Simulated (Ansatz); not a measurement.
PbSe (Clausthalite):

```
Pb Se
1.0
     0.00000    3.01928    3.01928
     3.01928    0.00000    3.01928
     3.01928    3.01928    0.00000
Pb Se
1 1
Direct
  0.00000 0.00000 0.00000
  0.50000 0.50000 0.50000
```

The cell isn't the ideal one: volume scaled by 0.96.

```yaml
Program: Ansatz 0.2.0
Task: relaxation of cell and atoms
Functional: PBEsol
Potentials_or_basis: Ansatz PAW earlier set
Cutoff: "580 eV (not typed: the program's choice for these potentials)"
k_mesh: 8 × 8 × 8
Occupations: gaussian, width 0.02 eV
Spin: collinear spin, ferromagnetic start
Starting_moments: "[0.5, 0.0] μB"
```

At the start: volume 27.52 Å³/atom.

Q: Where does the relaxation end?

A: It ends after 5 steps and the volume is 28.42 Å³/atom (+3.2 %); space group Fm-3m (No. 225, to 0.05 Å); moment 0.00 μB per cell.

The path:
```csv
step,energy change (eV),largest force (eV/Å),volume (Å³)
1,0.0000,0.0000,55.05
2,-0.0065,0.0000,57.93
3,-0.0100,0.0000,56.89
4,-0.0100,0.0000,56.83
5,-0.0100,0.0000,56.83
```

Final structure:
```cif
data_structure
_symmetry_space_group_name_H-M 'P 1'
_symmetry_Int_Tables_number 1
_cell_length_a 4.3156
_cell_length_b 4.3156
_cell_length_c 4.3156
_cell_angle_alpha 60.000
_cell_angle_beta 60.000
_cell_angle_gamma 60.000
_cell_volume 56.83
loop_
_atom_site_label
_atom_site_type_symbol
_atom_site_fract_x
_atom_site_fract_y
_atom_site_fract_z
_atom_site_occupancy
Pb1 Pb 0.00000 0.00000 0.00000 1
Se1 Se 0.50000 0.50000 0.50000 1
```

Caveat: the plane-wave basis is chosen anew once the cell has moved, so the energies of steps on either side of that aren't comparable; the PAW data sets come from PBE, with cores solved anew for the run's functional, which leaves a small shift of forces and pressure; the starting moments weren't kept.
